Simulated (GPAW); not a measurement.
Here is a GPAW 26.7.0 calculation.

File run.py:

```python
import numpy as np
from ase import Atoms
from ase.dft.bandgap import bandgap
from ase.io import write
from ase.units import GPa
from gpaw import GPAW, PW, setup_paths
from gpaw.spinorbit import soc_eigenstates

setup_paths.insert(0, '.')

atoms = Atoms(['Sb', 'Sb'],
              cell=[[2.1542, 1.2437279499, 3.758],
                    [-2.1542, 1.2437279499, 3.758],
                    [0.0, -2.4874558998, 3.758]],
              scaled_positions=[[0.76651, 0.76651, 0.76651],
                                [0.23349, 0.23349, 0.23349]],
              pbc=True)

calc = GPAW(mode=PW(600),
            xc='PBEsol',
            kpts={'size': (8, 8, 8), 'gamma': True},
            occupations={'name': 'fermi-dirac', 'width': 0.05},
            nbands=25,
            convergence={'density': 1e-05, 'energy': 1e-05},
            maxiter=150,
            txt='gpaw.txt')
atoms.calc = calc
energy = atoms.get_potential_energy()
forces = atoms.get_forces()
stress = atoms.get_stress()
calc.write('gs.gpw')
write('result.traj', atoms)
print(f'Energy: {energy:.6f} eV')
print('Forces (eV/A):')
print(forces.round(4))
print('Stress (GPa):', (stress / GPa).round(3))
print('Fermi level:', round(calc.get_fermi_level(), 4), 'eV')
print(f'Gap: {bandgap(calc)[0]:.4f} eV, direct: {bandgap(calc, direct=True)[0]:.4f} eV')

path = atoms.cell.bandpath('GLB1,BZGX,QFP1Z,LP', npoints=60, eps=1e-4)
bs_calc = calc.fixed_density(kpts=path, symmetry='off', nbands=40,
                             convergence={'bands': 'CBM+6.0', 'eigenstates': 1e-6}, txt='bands.txt')
bs = bs_calc.band_structure()
bs.write('bs.json')
print(f'Gap on the path: {bandgap(bs_calc)[0]:.4f} eV')

soc = soc_eigenstates(bs_calc, theta=90, phi=0)
np.savetxt('soc_bands.dat', soc.eigenvalues(), fmt='%.4f')
mesh = soc_eigenstates('gs.gpw', theta=90, phi=0)
np.savetxt('soc_mesh.dat', mesh.eigenvalues(), fmt='%.4f')
print('Fermi level with spin-orbit coupling:', round(mesh.fermi_level, 4), 'eV')
```

Potentials or basis: PAW data sets generated in the run's folder for this functional, pw.

Launch:

```console
$ gpaw-setup -f PBEsol Sb
$ OMP_NUM_THREADS=1 python run.py
```

Question: Estimate the largest force.

Answer: 0.086 eV/Å.

Question: Estimate the pressure.

Answer: -0.3 GPa.

Levels at the corners of the path, in eV from the Fermi level:
| point | band 27 | band 28 | band 29 | band 30 | band 31 | band 32 | band 33 | band 34 |
| --- | --- | --- | --- | --- | --- | --- | --- | --- |
| Γ | -1.69 | -1.69 | -1.51 | -1.51 | 1.77 | 1.77 | 2.61 | 2.61 |
| L | -1.89 | -1.89 | -0.32 | -0.32 | -0.26 | -0.26 | 0.22 | 0.22 |
| B1 | -4.87 | -4.87 | -0.76 | -0.76 | 0.65 | 0.65 | 4.48 | 4.48 |
| B | -4.87 | -4.87 | -0.76 | -0.76 | 0.65 | 0.65 | 4.48 | 4.48 |
| Z | -1.05 | -1.05 | -0.65 | -0.65 | -0.01 | -0.01 | 0.34 | 0.35 |
| Γ | -1.69 | -1.69 | -1.51 | -1.51 | 1.77 | 1.77 | 2.61 | 2.61 |
| X | -3.31 | -3.31 | -2.85 | -2.85 | 2.63 | 2.63 | 3.30 | 3.30 |
| Q | -3.31 | -3.31 | -2.85 | -2.85 | 2.63 | 2.63 | 3.30 | 3.30 |
| F | -3.97 | -3.97 | -3.49 | -3.49 | 1.47 | 1.47 | 4.71 | 4.71 |
| P1 | -3.32 | -3.32 | -2.68 | -2.68 | 2.36 | 2.36 | 3.18 | 3.19 |
| Z | -1.05 | -1.05 | -0.65 | -0.65 | -0.01 | -0.01 | 0.34 | 0.35 |
| L | -1.89 | -1.89 | -0.32 | -0.32 | -0.26 | -0.26 | 0.22 | 0.22 |
| P | -3.32 | -3.32 | -2.68 | -2.68 | 2.36 | 2.36 | 3.18 | 3.18 |

Caveat: spin-orbit coupling was added after a scalar SCF, so levels and gaps hold it while energy, forces, pressure and moments don't; this program's spin-orbit splittings come out too wide for heavy elements.
